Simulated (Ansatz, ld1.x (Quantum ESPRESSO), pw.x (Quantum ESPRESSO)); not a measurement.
**From atom to crystal: TM potential for Tc**

```json
{"Element": "Tc", "Generator": "ld1.x (Quantum ESPRESSO) 7.5", "Type": "norm-conserving Troullier–Martins (Kleinman–Bylander form)", "Functional": "PBE", "Relativity": "scalar-relativistic", "Frozen core": "[Kr]", "Valence charge": "7", "Reference configuration": "4d5 5s0 5p0 (charge +2)", "Partial waves": "5p (bound, empty): rc 2.35 bohr; 4d (bound): rc 1.22 bohr; 5s (bound, empty): rc 2.50 bohr", "Local potential": "the s channel", "Core correction": "none"}
```

Atomic tests: cutoffs needed: 70 Ry and 90 Ry (the cutoffs (Ry, on a coarse ladder) from which the occupation-weighted sum of valence levels, in a spherical-Bessel basis at the reference potential, stays within 10 and 1 mRy of its value at 400 Ry); ghost test: no extra level below or beside the all-electron valence levels (p, d, s, f tested) (spherical-Bessel basis up to 400 Ry, 20 bohr box); largest excitation error: +176 meV (all-electron minus pseudo) for 4d5 5s2 5p0, out of 7 test configurations.

Crystal test: bcc Tc in pw.x 7.5, no spin, 15³ k-points, Fermi–Dirac smearing 0.01 Ry, cutoffs 110/440 Ry. The lattice is a test structure that the element need not adopt, and mesh and smearing are coarse.

pw.x input:

```
&control
  calculation='scf', prefix='x', pseudo_dir='./', outdir='./tmp', tstress=.true., disk_io='none'
/
&system
  ibrav=0, nat=1, ntyp=1, ecutwfc=110, ecutrho=440, nbnd=11,
  occupations='smearing', smearing='fd', degauss=0.01
/
&electrons
  conv_thr=1e-09, mixing_beta=0.4, electron_maxstep=70
/
ATOMIC_SPECIES
Tc 1.0 Tc.UPF
CELL_PARAMETERS angstrom
  -1.54077068 1.54077068 1.54077068
  1.54077068 -1.54077068 1.54077068
  1.54077068 1.54077068 -1.54077068
ATOMIC_POSITIONS crystal
Tc 0.0000 0.0000 0.0000
K_POINTS automatic
15 15 15 0 0 0
```

```bash
pw.x < Tc.scf.in > Tc.scf.out
```

Problem. How does the run end?

Solution. It converges; the pressure is -3.22 GPa against 0.42 GPa from all-electron LAPW. This is a poor potential for the solid. The log shows:

```
     scf convergence threshold =      1.0E-09
     Exchange-correlation= PBE
     number of k points=   120  Fermi-Dirac smearing, width (Ry)=  0.0100
     iteration #  1     ecut=   110.00 Ry     beta= 0.40
     total energy              =     -23.67034724 Ry
     estimated scf accuracy    <       1.54143949 Ry
     iteration #  2     ecut=   110.00 Ry     beta= 0.40
     total energy              =     -23.59612661 Ry
     estimated scf accuracy    <       0.25592818 Ry
     iteration #  3     ecut=   110.00 Ry     beta= 0.40
     total energy              =     -23.65032187 Ry
     estimated scf accuracy    <       0.00545510 Ry
     iteration #  4     ecut=   110.00 Ry     beta= 0.40
     total energy              =     -23.64944058 Ry
     estimated scf accuracy    <       0.01650830 Ry
     [... 5 iterations left out ...]
     iteration # 10     ecut=   110.00 Ry     beta= 0.40
     total energy              =     -23.65496089 Ry
     estimated scf accuracy    <       0.00000003 Ry
     iteration # 11     ecut=   110.00 Ry     beta= 0.40
     total energy              =     -23.65496093 Ry
     estimated scf accuracy    <          7.2E-09 Ry
     iteration # 12     ecut=   110.00 Ry     beta= 0.40
     total energy              =     -23.65496093 Ry
     estimated scf accuracy    <          2.0E-09 Ry
     iteration # 13     ecut=   110.00 Ry     beta= 0.40
     the Fermi energy is    15.6754 ev
!    total energy              =     -23.65496094 Ry
     estimated scf accuracy    <          4.6E-10 Ry
     smearing contrib. (-TS)   =      -0.00611429 Ry
     The total energy is F=E-TS. E is the sum of the following terms:
     one-electron contribution =      11.37162489 Ry
     hartree contribution      =       0.99095155 Ry
     xc contribution           =      -5.38902998 Ry
     ewald contribution        =     -30.62239311 Ry
     convergence has been achieved in  13 iterations
          total   stress  (Ry/bohr**3)                   (kbar)     P=      -32.23
     Message from routine punch:
     Nothing written, as per user request (disk_io='none')
```
